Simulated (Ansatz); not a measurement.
# Ga: equation of state with PBE

Crystal: Ga.

```
CELL_PARAMETERS angstrom
1.45000 -4.06500 0.00000
1.45000 4.06500 0.00000
0.00000 0.00000 3.17000
ATOMIC_POSITIONS crystal
Ga 0.13300 0.86700 0.75000
Ga 0.86700 0.13300 0.25000
```

This isn't the form of Ga at room conditions, which is orthorhombic.

```
Program             : Ansatz 0.2.0
Task                : equation of state
Functional          : PBE
Potentials or basis : Ansatz PAW
Cutoff              : 420 eV
Density cutoff      : 1680 eV
k mesh              : 10 × 10 × 8
Occupations         : fermi-dirac, width 0.05 eV
Spin                : no spin polarisation
```

| Property | Result |
| --- | --- |
| Equilibrium volume | 19.20 Å³/atom |
| Bulk modulus at fixed shape and positions | 49 GPa |
| Pressure derivative of the bulk modulus | 5.2 |

Energy against volume, from the lowest point:
| volume (Å³/atom) | energy (meV/atom) |
| --- | --- |
| 17.564 | 25.60 |
| 17.937 | 14.54 |
| 18.311 | 6.82 |
| 18.685 | 2.08 |
| 19.058 | 0.00 |
| 19.432 | 0.25 |
| 19.806 | 2.56 |

All runs of the series together: 18 s on 2 threads of Intel(R) Xeon(R) Processor @ 2.70GHz (shared host).

Caveat: the cell was scaled at fixed shape and fractional positions, which overstates the stiffness of a crystal with free parameters, most of all of layers and chains.
